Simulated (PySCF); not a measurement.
Structure with atom numbers: `[OH:1][c:2]1[cH:3][cH:4][cH:5][cH:6][cH:7]1`; H(Xn) means a hydrogen on atom n.

GIAO shifts from PySCF on PBE0-D3(BJ)/def2-TZVP geometries (one conformer, non-relativistic, equivalent nuclei averaged), against TMS at the same level and in the same medium; PCM means IEF-PCM chloroform.

Measured (solution, not stated in the table (CDCl3 in this author's series); The use of chemical shift calculations in the conformational analysis of substituted benzenes, New J. Chem. 2019 (ESI)): H(C3)/H(C7) 6.82, H(C4)/H(C6) 7.24, H(C5) 6.93 ppm.

Which unscaled values do B97-2/pcSseg-2, gas; WP04/pcSseg-2, PCM; wB97X-D/pcSseg-2, PCM give, and how close are they?

Answers


```csv
atoms,measured,"B97-2/pcSseg-2, gas","WP04/pcSseg-2, PCM","wB97X-D/pcSseg-2, PCM"
H(C3)/H(C7),6.82,6.92,6.89,7.22
H(C4)/H(C6),7.24,7.49,7.36,7.76
H(C5),6.93,7.09,7.01,7.30
```

Mean absolute error for ¹H: B97-2/pcSseg-2, gas 0.17, WP04/pcSseg-2, PCM 0.09, wB97X-D/pcSseg-2, PCM 0.43 ppm.
